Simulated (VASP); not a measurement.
Computed with LDA (Ceperley-Alder, Perdew-Zunger), VASP's LDA PAW potentials (set 64) (plane waves; VASP).

A VASP calculation is set up with these files.

### POSCAR
```
Li2O
1
   -0.0000000000     2.1301835843     2.1301835843
    2.1301835843    -0.0000000000     2.1301835843
    2.1301835843     2.1301835843     0.0000000000
Li O
2 1
Direct
  0.2500000000   0.2500000000   0.2500000000
  0.7500000000   0.7500000000   0.7500000000
  0.0000000000   0.0000000000   0.0000000000
```

**KPOINTS**
```
Automatic mesh
0
Gamma
9 9 9
0 0 0
```

INCAR:
```
! general
SYSTEM =Li2O
PREC   =Accurate
ENCUT  =620
LREAL  =.FALSE.
LASPH  =.TRUE.

! electronic loop
EDIFF  =1E-6
NELM   =100
ALGO   =Normal

! smearing
ISMEAR =0
SIGMA  =0.05

! ions
IBRION =2
NSW    =40
ISIF   =3
EDIFFG =-0.02
PSTRESS=200

! output
LWAVE  =.FALSE.
LCHARG =.FALSE.
```

POTCAR, in this order: Li_sv O (LDA.64 set). Program: vasp_std.

Output

### OSZICAR
```
       N       E                     dE             d eps       ncg     rms          rms(c)
DAV:   1     0.417565550466E+02    0.41757E+02   -0.69083E+03   708   0.148E+03
DAV:   2    -0.124827064314E+02   -0.54239E+02   -0.51001E+02   804   0.253E+02
DAV:   3    -0.172954274497E+02   -0.48127E+01   -0.47919E+01  1246   0.658E+01
DAV:   4    -0.173784929556E+02   -0.83066E-01   -0.82823E-01   916   0.797E+00
DAV:   5    -0.173789823884E+02   -0.48943E-03   -0.48942E-03  1048   0.518E-01    0.756E+00
DAV:   6    -0.155985456159E+02    0.17804E+01   -0.85861E+00   700   0.201E+01    0.257E+00
DAV:   7    -0.155700690748E+02    0.28477E-01   -0.16263E-01   800   0.393E+00    0.148E+00
DAV:   8    -0.155549784613E+02    0.15091E-01   -0.57228E-02   954   0.266E+00    0.308E-01
DAV:   9    -0.155540883017E+02    0.89016E-03   -0.71270E-03   864   0.805E-01    0.109E-01
DAV:  10    -0.155541319615E+02   -0.43660E-04   -0.53292E-04   792   0.209E-01    0.201E-02
DAV:  11    -0.155541277152E+02    0.42463E-05   -0.14817E-05   828   0.547E-02    0.498E-03
DAV:  12    -0.155541276194E+02    0.95762E-07   -0.13163E-06   598   0.140E-02
   1 F= -.13140888E+02 E0= -.13140888E+02  d E =-.131409E+02
```

### OUTCAR
```
------------------------ aborting loop because EDIFF is reached ----------------------------------------
  FORCE on cell =-STRESS in cart. coord.  units (eV):
  Direction    XX          YY          ZZ          XY          YZ          ZX
  --------------------------------------------------------------------------------------
  Total        2.4301622      2.4301622      2.4301622      0.0000000      0.0000000      0.0000000
  in kB      201.4024491    201.4024491    201.4024491      0.0000000      0.0000000      0.0000000
  external PRESSURE =       1.4024491 kB  Pullay stress =     200.0000000 kB
  volume of cell :       19.33
      direct lattice vectors                 reciprocal lattice vectors
     0.000000000  2.130183584  2.130183584    -0.234721553  0.234721553  0.234721553
     2.130183584  0.000000000  2.130183584     0.234721553 -0.234721553  0.234721553
     2.130183584  2.130183584  0.000000000     0.234721553  0.234721553 -0.234721553
 POSITION                                       TOTAL-FORCE (eV/Angst)
 -----------------------------------------------------------------------------------
      1.06509      1.06509      1.06509         0.000000      0.000000      0.000000
      3.19528      3.19528      3.19528        -0.000000     -0.000000     -0.000000
      0.00000      0.00000      0.00000         0.000000      0.000000      0.000000
 -----------------------------------------------------------------------------------
    total drift:                               -0.000000      0.000000      0.000000
  FREE ENERGIE OF THE ION-ELECTRON SYSTEM (eV)
  ---------------------------------------------------
  free  energy   TOTEN  =       -15.5541276194 eV

  energy  without entropy=      -15.5541276194  energy(sigma->0) =      -15.55412762
  enthalpy is  TOTEN    =       -13.1408876502 eV   P V=        2.4132399692

 reached required accuracy - stopping structural energy minimisation
```
(Selected blocks of OUTCAR.)

The compound is Li2O in the antifluorite structure. It was relaxed first under an external pressure of 20 GPa.
